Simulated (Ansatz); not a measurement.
# BeS (F-43m) in Ansatz: single point with PBE

Aim: the single point of BeS with PBE.

Everything below comes from runs of Ansatz 0.2.0. Logs are shortened: lines on timing, memory, paths and dates and some standing lists are left out, and cuts for length are marked.

## (1) The crystal as given

The structure is cubic, space group F-43m (No. 216). Conventional cell: a = 4.850 Å, b = 4.850 Å, c = 4.850 Å, α = 90.00°, β = 90.00°, γ = 90.00°. S (site symmetry -43m) has 4 Be at 2.10 Å as nearest neighbours. Be (site symmetry -43m) is surrounded by 4 S at 2.10 Å.

## (2) Single point, PBE

The input, input.yaml:

```yaml
crystal:
  lattice:
    - [0.0, 2.425, 2.425]
    - [2.425, 0.0, 2.425]
    - [2.425, 2.425, 0.0]
  atoms:
    - { symbol: S, position: [0.75, 0.75, 0.75] }
    - { symbol: Be, position: [0.0, 0.0, 0.0] }
kpoints:
  mp_grid: { grid: [4, 4, 4] }
scf:
  occupations: { method: fermi_dirac, width: 0.05 }
hamiltonian:
  xc: pbe
  pseudopotentials: { kind: all_electron, datasets: crystal }
output:
  forces: true
  stress: true
  eigenvalues: true
```

Potentials or basis: all-electron PAW datasets made for the crystal.

The run is started by

```
$ ansatz run input.yaml --threads 1 --pin off --max-ram 3072MiB --backend cpu --events-out ev --progress --plain --runs-dir out
```

What it wrote:

```text
Warning: RAYON_NUM_THREADS=1 ignored (pool sized by the plan → 1); use --threads N
hamiltonian.pseudopotentials.datasets: crystal makes datasets for this crystal and solves the spheres of its atoms anew in each pass: cutoff 280.0 eV, the density's 1120.0 eV; for an error of 0.50 meV an atom under PBE, 1.0 meV for the cell; an energy difference from a run of another recipe may be off by several times the error for the cell, under r2SCAN by more, where some 0.1 meV an atom stays at smaller errors; Be in spheres of 0.926 Å, 2 of its electrons in bands, 2 on its site; S in spheres of 1.164 Å, 6 of its electrons in bands; only band paths and densities of states list, in semicore columns, the levels of the semicore shells that are solved separately: 1s of Be
Engine: ansatz 0.2.0, aarch64-unknown-linux-gnu
Pseudopotentials: kind: all_electron
Pseudopotential: S, paw, valence charge 6, recommended cutoff 280 eV (normal), crystal/all_electron/pbe/scalar/gaussian/S, Koelling and Harmon's equation, gaussian nucleus
Pseudopotential: Be, paw, valence charge 4, recommended cutoff 280 eV (normal), crystal/all_electron/pbe/scalar/gaussian/Be, Koelling and Harmon's equation, gaussian nucleus
Functional definition: PBE
  parameter kappa = 0.804
  parameter beta = 0.06672455060314922
  exchange = pbe_x(kappa = kappa, mu = beta*pi^2/3)
  correlation = pbe_c(beta = beta)
Crystal: 2 atoms, lattice volume = 28.521 Å³
Basis set: ecut = 280 eV, 307 PW (Γ), exchange–correlation on 40×40×40 points (8 copies of the dense FFT grid, shifted against one another)
Bands: 8, of which v1, the nominal top of the filled ones, is band 4 counted from 1 (3 counted from 0)
Symmetry: 24 space group operations
Space group: F-43m (ITA 216), of the structure as read, at distance tolerance 3.1e-5 Å
k-points: 8 of 64 (time reversal used)
Non-local potential: S, projectors of the file, l = 0: 1, l = 1: 1, l = 2: 2
Non-local potential: Be, projectors of the file, l = 0: 1, l = 1: 1
PAW form: soft (Blöchl's): semilocal exchange-correlation on the pseudo side does not see the compensation charge
PAW one-centre angular grid: S, 110 points (default); XC on its mesh's 1933 points in the sphere
PAW one-centre angular grid: Be, 110 points (default); XC on its mesh's 1969 points in the sphere
Initial density: superposition of atomic densities (neutral atoms: chi_scale 0, normalization atom)
Initial wavefunctions: pseudopotential atomic-orbital guess
Functional: x = pbe(κ = 0.804, μ = 0.2195149727645171), c = pbe(β = 0.06672455060314922)
iter 1 solved again at ethr=7.88e-3 eV; its pass at ethr=1.00e-1 eV (dr2=6.31e-1 eV) is discarded
SCF iter   1: F=—  HF=-11266.761743 eV  |F-HF|=—  |Δ(HF+E_count)|=         —  Δρ=4.74e-2  dr2=6.39e-1  ethr=7.88e-3  ⟨swp⟩=2.0  Hψ=406  notcnv=0
preconditioner: auto → none  [insulator: Δε(μ)=3.414 eV  Ē_g=12.815 eV  σ=0.050 eV  W_gap=1.00  n_scr=0 (ndim 8)  ℏωp=19.7 eV  f_vac=0.000  D(μ)=0.00/eV (n_scr^D=0)  ε∞_Penn≈3.4]
SCF iter   2: F=—  HF=-11266.662772 eV  |F-HF|=—  |Δ(HF+E_count)|=   9.90e-2  Δρ=2.04e-2  dr2=9.17e-2  ethr=7.88e-3  ⟨swp⟩=2.2  Hψ=130  notcnv=0
iter 3 solved again at ethr=6.91e-5 eV; its pass at ethr=1.15e-3 eV (dr2=5.52e-3 eV) is discarded
SCF iter   3: F=—  HF=-11266.674363 eV  |F-HF|=—  |Δ(HF+E_count)|=   1.16e-2  Δρ=3.65e-3  dr2=5.38e-3  ethr=6.91e-5  ⟨swp⟩=2.0  Hψ=301  notcnv=0
SCF iter   4: F=—  HF=-11266.674281 eV  |F-HF|=—  |Δ(HF+E_count)|=   8.20e-5  Δρ=9.40e-4  dr2=1.99e-4  ethr=6.72e-5  ⟨swp⟩=3.0  Hψ=149  notcnv=0
SCF iter   5: F=—  HF=-11266.674309 eV  |F-HF|=—  |Δ(HF+E_count)|=   2.80e-5  Δρ=2.79e-4  dr2=1.51e-5  ethr=2.48e-6  ⟨swp⟩=2.8  Hψ=148  notcnv=0
SCF iter   6: F=—  HF=-11266.674339 eV  |F-HF|=—  |Δ(HF+E_count)|=   3.02e-5  Δρ=4.79e-5  dr2=4.38e-7  ethr=1.89e-7  ⟨swp⟩=3.0  Hψ=108  notcnv=0
SCF iter   7: F=-11266.674342 eV  HF=-11266.674342 eV  |F-HF|=2.09e-8  |Δ(HF+E_count)|=   2.18e-6  Δρ=1.09e-5  dr2=1.16e-8  ethr=5.48e-9  ⟨swp⟩=3.0  Hψ=123  notcnv=0
SCF 1 converged in 7 iterations: F = -11266.674338 eV  dr2 = 1.16e-8
  Residual-converged pass: ⟨swp⟩=3.2  Hψ=127  notcnv=0  max |occ|·‖R‖ = 4.9e-6 eV (tolerance 5.3e-6 eV)  dr2=1.17e-8  dr2_onsite=2.15e-8  max |Δocc| = 1.3e-17
SCF converged after 7 iterations
Free energy (F): -11266.674338 eV
Harris-Foulkes:  -11266.674338 eV  (|F-HF|=2.09e-8)
Internal energy: -11266.674338 eV  (E = F + TS)
E sigma→0 (E₀):  -11266.674338 eV
Past the cutoff: the bands carry plane waves up to 1.75 times it, of which those up to 1.5 times it add -0.000077 eV an atom, each by itself; the spheres take 0.000048 eV an atom off the energy for waves past 1.75 times it
By the cutoff:   a pressure is off by up to 0.005 GPa (1.2 times the spheres' own share and the shells' term, over an atom's volume, and 0.004 GPa: a bound that held against runs at twice the plane waves)
Past the cutoffs: a stress includes 0.0020 GPa for waves and charges beyond them, in addition to the slope of what the spheres take
In the spheres:  the bands' charges fall short by 3.7e-7 e at most (sound up to 1e-3), those of shells solved beside the bands by 9.4e-9 e (sound up to 5e-4)
Fermi energy:    7.642314 eV
--- Per-component energies (eV) ---
  E_band       = 7.545070
  E_kinetic    = 128.006633
  E_local      = -175.420422  (includes V_loc(G=0)·N_el)
  E_nonlocal   = -7.210918
  E_hartree    = 75.928932
  E_xc         = -87.160197
  E_vxc        = -113.233953  (∫ρ·V_xc dr)
  E_paw        = -11622.141588  (= ΣΔE_a)
  E_vpaw       = -808.843585  (= ΣTr[D̂ρ^β])
  E_ewald      = -411.066463
  E_smearing   = -0.000000  (= −TS)
  E_closure    = 832.389685  (closes the sum)
  Σ components = -11266.674338   (vs F -11266.674338, Δ=0.00e0)
  The terms above E_closure are by the made datasets' own strengths, without shells solved beside the bands.
--- Forces (eV/Å), atoms counted from 1 ---
  atom   1  S      0.00000000     0.00000000    -0.00000000
  atom   2  Be    -0.00000000    -0.00000000     0.00000000
  max |Σ_I F_I| component: 2.22e-16 eV/Å
--- Stress (GPa, compression-positive) ---
        2.065173       0.000000      -0.000000
        0.000000       2.065173       0.000000
       -0.000000       0.000000       2.065173
  P = ⅓ Tr σ = 2.0652 GPa (20.652 kbar)
  It holds what live shells' own plane waves past their cutoff add
--- Band table (eV; the first three rows and the last of 8) ---
  k-point 0: bands = ["-7.5986", "6.0933", "6.0933", "6.0933", "11.7324", "11.7324"]
  k-point 1: bands = ["-6.9323", "2.7848", "5.4952", "5.4952", "11.6286", "12.6309"]
  k-point 2: bands = ["-5.9863", "0.2990", "5.0571", "5.0571", "11.5507", "12.6205"]
  k-point 7: bands = ["-5.3879", "1.8335", "2.2210", "2.7422", "12.5470", "14.1458"]
```

Wall time 1.4 s (1 thread of Arm Neoverse V2, shared host); peak memory 0.33 GiB.

Results:

| Property | Result |
| --- | --- |
| Free energy | -11266.6743 eV |
| Pressure | 2.1 GPa |
| Band gap on the k mesh | 3.10 eV, indirect (least direct gap 5.64 eV) |

Levels at points of the mesh, in eV from the valence-band top:
| k point | band 2 | band 3 | band 4 | band 5 | band 6 |
| --- | --- | --- | --- | --- | --- |
| (0.00, 0.00, 0.00) | 0.00 | 0.00 | 0.00 | 5.64 | 5.64 |
| (0.00, 0.00, -0.50) | -5.79 | -1.04 | -1.04 | 5.46 | 6.53 |
| (0.00, -0.50, -0.50) | -5.02 | -2.65 | -2.65 | 3.10 | 4.89 |

Caveat: the k mesh is coarse (spacing up to 0.56 Å⁻¹), so the values aren't converged. A k mesh can miss the band edges.
